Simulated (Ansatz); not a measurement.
Infrared modes and screening in AlAs (F-43m)

Measured values to be reproduced:
- Raman mode: about 363 cm⁻¹ (TO; Raman; Literature value quoted in the introduction; quoted in “Strain evolution and confinement effect in InAs/AlAs short-period superlattices studied by Raman spectroscopy”, 2023, pmc:9812983)
- Raman mode: about 400 cm⁻¹ (LO; Raman; Rounded literature value quoted in the introduction; quoted in “Strain evolution and confinement effect in InAs/AlAs short-period superlattices studied by Raman spectroscopy”, 2023, pmc:9812983)

Perturbation theory with PBEsol in the plane-wave code Ansatz on the PBEsol cell, ground state and force constants on a 6×6×6 mesh. Calculated for a static, non-magnetic cell.

It is cubic, F-43m (No. 216); conventional cell a = 5.675 Å, 22.84 Å³ an atom. Around Al lie 4 As at 2.46 Å; around As lie 4 Al at 2.46 Å.

```
Al As
1.0
     0.00000    2.83731    2.83731
     2.83731    0.00000    2.83731
     2.83731    2.83731    0.00000
Al As
1 1
Direct
  0.00000 0.00000 0.00000
  0.25000 0.25000 0.25000
```

Optical modes without the longitudinal term:
```csv
ω (cm⁻¹),degeneracy,"IR intensity, summed over the level ((D/Å)²/amu)"
353,3,16.22
```

The optical mode at Γ lies at 353 cm⁻¹ without the longitudinal term. With the long-range field the highest mode reaches 389 cm⁻¹. By the program's warning the force constants, and with them frequencies and ε⁰, aren't converged on this mesh.

The electronic dielectric tensor ε∞ is 9.52 in all directions. With the ions relaxed, ε⁰ is 11.5 in all directions. Born charges, averaged over directions: Al +2.16, As -2.16 e.

With one polar mode in a cubic crystal the Lyddane-Sachs-Teller relation applies: (ω_LO/ω_TO)² = (388.9/353.2)² = 1.213, and ε⁰/ε∞ = 11.539/9.516 = 1.213. The refractive index √ε∞ is 3.08.

For comparison, on the r2SCAN cell the mean ε∞ is 8.21 with r2SCAN (ground state on 6×6×6; least gap 1.81 eV), 9.34 with PBE (ground state on 6×6×6; least gap 1.46 eV).

Set against measured values:
- Raman mode at 363 cm⁻¹ (TO): the nearest PBEsol mode at Γ lies at 353 cm⁻¹ (-2.7 %).
- Raman mode at 400 cm⁻¹ (LO): the nearest PBEsol mode at Γ, with the long-range field, lies at 389 cm⁻¹ (-2.8 %).
Reports marked as nanostructured, strained, doped, implanted or mixed samples, and transport gaps, were set aside. Modes are paired by degeneracy and infrared activity, where the label gives them, and frequency; they are harmonic.

Spin-orbit coupling is left out.
